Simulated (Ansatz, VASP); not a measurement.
## One calculation of Sb, two programs

```
CELL_PARAMETERS angstrom
2.20046 1.30060 3.77792
-2.10074 1.25758 3.73491
0.01261 -2.44586 3.71917
ATOMIC_POSITIONS crystal
Sb 0.23364 0.23364 0.23364
Sb 0.76636 0.76636 0.76636
```

Change from the starting cell: equal xy, yz and zx shear strains of +2 %, crystal datasets.

Alike in both runs: task electric field gradients; functional PBE; k mesh 9 × 9 × 9; occupations fermi-dirac, width 0.05 eV; no spin polarisation.

|  | VASP | Ansatz |
| --- | --- | --- |
| version | VASP 6.6.1 | Ansatz 0.2.0 |
| potentials or method | VASP PAW PBE potentials, release 64 (Sb), cutoff 520 eV | all-electron PAW with datasets made for the crystal, scalar-relativistic |

```csv
,VASP,Ansatz,Ansatz less VASP
pressure (GPa),3.2,3.2,-0.07
largest component of the traceless stress (GPa),1.22,1.21,-0.005
rms of the force components (eV/Å),0.156,0.132,-0.0241
Vzz of the field gradient on the site that differs most (V/Å²),-48.7,-52.6,-3.87
```

Atom by atom the forces differ by 0.026 eV/Å (rms over components). Ansatz ran all-electron here, so the differences hold the error of VASP's frozen core and of both bases. Ansatz warned: «gradients_without_spin_orbit».

Spin-orbit coupling is left out, which matters for the levels of Sb.
